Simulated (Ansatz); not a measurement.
Starting cell, MgF2 (rutile):

```yaml
crystal:
  lattice:
    - [4.69838, 0.00000, 0.00000]
    - [0.00000, 4.69838, 0.00000]
    - [0.00000, 0.00000, 3.09284]
  atoms:
    - { symbol: Mg, position: [0.00000, 0.00000, 0.00000] }
    - { symbol: Mg, position: [0.50000, 0.50000, 0.50000] }
    - { symbol: F, position: [0.30358, 0.30358, 0.00000] }
    - { symbol: F, position: [0.80358, 0.19642, 0.50000] }
    - { symbol: F, position: [0.19642, 0.80358, 0.50000] }
    - { symbol: F, position: [0.69642, 0.69642, 0.00000] }
```

In each cell atom 6 (F, nearest neighbour Mg at 2.017 Å; its periodic images, 3.1 Å or more away, move with it) moves by s·(1.000, 0.000, 0.000) (along Cartesian x), the rest being held.

The numbers are results of PBE (plane waves to 420 eV, PAW, scalar-relativistic; Ansatz, a program for electronic structure), not measurements. k mesh 6×6×9 (Γ-centred), Fermi-Dirac smearing 0.05 eV. Energies are smeared free energies. Stress and pressure are positive under compression. F⊥ is the part of the force across the line. MgF2 was relaxed with its symmetry unable to fall. ΔE is measured from the undisplaced structure.

```
s (Å)   P (GPa)  ΔE (meV/cell)  |F⊥| (eV/Å)
------  -------  -------------  -----------
-0.200     1.18          132.5        0.704
-0.160     0.84           85.5        0.566
-0.120     0.55     (withheld)        0.428
-0.080     0.31           21.7        0.289
-0.040     0.13            5.5        0.147
0.000      0.00            0.0        0.000
0.040     -0.07            5.6        0.153
0.080     -0.09     (withheld)        0.316
0.120     -0.03           50.9        0.492
0.160      0.08     (withheld)        0.682
0.200      0.27          144.1        0.891
```

Problem. Fill in the missing entries.

Solution. 
- -0.120, ΔE (meV/cell): 48.4
- 0.080, ΔE (meV/cell): 22.4
- 0.160, ΔE (meV/cell): 91.4

(For displaced atoms, the force is minus the slope of the energy, and its curvature is a force constant, which sets phonon frequencies.)
